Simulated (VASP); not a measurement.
## Ta: relaxation of cell and atoms with PBE

The system is Ta.

```
CELL_PARAMETERS angstrom
-1.65128 1.65128 1.65128
1.65128 -1.65128 1.65128
1.65128 1.65128 -1.65128
ATOMIC_POSITIONS crystal
Ta 0.00000 0.00000 0.00000
```

* Program: VASP 6.6.1
* Task: relaxation of cell and atoms
* Functional: PBE
* Potentials or basis: VASP PAW PBE potentials, release 64 (Ta_pv)
* Cutoff: 520 eV
* k mesh: 18 × 18 × 18
* Occupations: gaussian, width 0.3 eV
* Spin: no spin polarisation
* Further INCAR settings: ALGO = Normal; EDIFF = 1e-07; IBRION = 2; EDIFFG = -0.002; NSW = 80; ISIF = 3

* Relaxed volume: 18.32 Å³/atom
* Relaxed cell: a = 2.876 Å, b = 2.876 Å, c = 2.876 Å, α = 109.47°, β = 109.47°, γ = 109.47°
* Space group after relaxing (to 0.05 Å): Im-3m (No. 229)
* Energy gained by relaxing: 3.2 meV/atom
* Ionic steps: 16
* Pressure after relaxing: 0.0 GPa
* Band gap on the k mesh: none (metal or under the smearing width)

Step by step:
| step | energy change (eV) | largest force (eV/Å) | pressure (GPa) | volume (Å³) |
| --- | --- | --- | --- | --- |
| 1 | 0.0000 | 0.0000 | 3.40 | 18.01 |
| 2 | 0.0124 | 0.0000 | -6.85 | 19.02 |
| 3 | -0.0032 | 0.0000 | -0.03 | 18.32 |
| 4 | -0.0032 | 0.0000 | 0.03 | 18.31 |
| 5 | -0.0032 | 0.0000 | 0.03 | 18.31 |
| 6 | -0.0032 | 0.0000 | 0.03 | 18.31 |
| 7 | -0.0032 | 0.0000 | 0.03 | 18.31 |
| 8 | -0.0032 | 0.0000 | 0.03 | 18.31 |
| 9 | -0.0032 | 0.0000 | 0.03 | 18.31 |
| 10 | -0.0032 | 0.0000 | 0.03 | 18.31 |
| 11 | -0.0032 | 0.0000 | 0.03 | 18.32 |
| 12 | -0.0032 | 0.0000 | 0.03 | 18.32 |
| 13 | -0.0032 | 0.0000 | 0.03 | 18.32 |
| 14 | -0.0032 | 0.0000 | 0.03 | 18.32 |
| 15 | -0.0032 | 0.0000 | 0.03 | 18.32 |
| 16 | -0.0032 | 0.0000 | 0.00 | 18.32 |

Final structure:
```xyz
1
Lattice="-1.6606 1.6606 1.6606 1.6606 -1.6606 1.6606 1.6606 1.6606 -1.6606" Properties=species:S:1:pos:R:3 pbc="T T T"
Ta   -1.6606    1.6606    1.6606
```

Levels at points of the mesh, in eV from the Fermi level:
```
           k point  band 3  band 4  band 5  band 6  band 7  band 8
(0.00, 0.00, 0.00)  -33.16   -7.87    0.71    0.71    0.71    3.93
(0.50, 0.00, 0.00)  -33.16   -4.32   -1.51    1.49    3.80    4.81
(0.50, 0.50, 0.50)  -33.93   -3.72   -3.72    6.68    6.68    6.68
```

Run time: 100 s on 1 thread of Intel(R) Xeon(R) Platinum 8259CL CPU @ 2.50GHz (Skylake/Cascade Lake) (shared host), peak memory 0.18 GiB.

Spin-orbit coupling is left out, which matters for the levels of Ta. Zero-point motion and thermal expansion aren't in these numbers.
